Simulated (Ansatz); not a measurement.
# Squeezing and stretching W

Reference cell: a structure deposited in the COD, whose atoms a relaxation with PBE at fixed cell left in place.

Space group Pm-3n (No. 223); a = 5.0830 Å.

| site | Wyckoff | site symmetry | x | y | z |
| --- | --- | --- | --- | --- | --- |
| W1 | 2a | m-3. | 0.0000 | 0.0000 | 0.0000 |
| W3 | 6c | -4m.2 | 0.0000 | 0.5000 | 0.2500 |

One atom of each set is listed.

Method: Kohn–Sham DFT in Ansatz, PBE, plane waves and PAW, scalar-relativistic, 420 eV cutoff, Γ-centred 9×9×9 k-points, Fermi–Dirac smearing 0.05 eV.

The cell is scaled uniformly, and the ions relax again at each size.

| V/V₀ | pressure (GPa) |
| --- | --- |
| 0.94 | 20.2 |
| 0.96 | 12.5 |
| 0.98 | 5.6 |
| 1.00 | -0.6 |
| 1.02 | -6.2 |
| 1.04 | ? |
| 1.06 | -15.7 |

Task: Estimate the row at V/V₀ = 1.04, the equilibrium volume and the bulk modulus.

Result: pressure (GPa): -11.2. Worked: a parabola in ln(V/V₀) through the other 6 rows gives -11.2 GPa there. It crosses zero pressure at V/V₀ = 0.998, the equilibrium volume of this functional, where the bulk modulus is B = −dP/d ln V = 299 GPa.
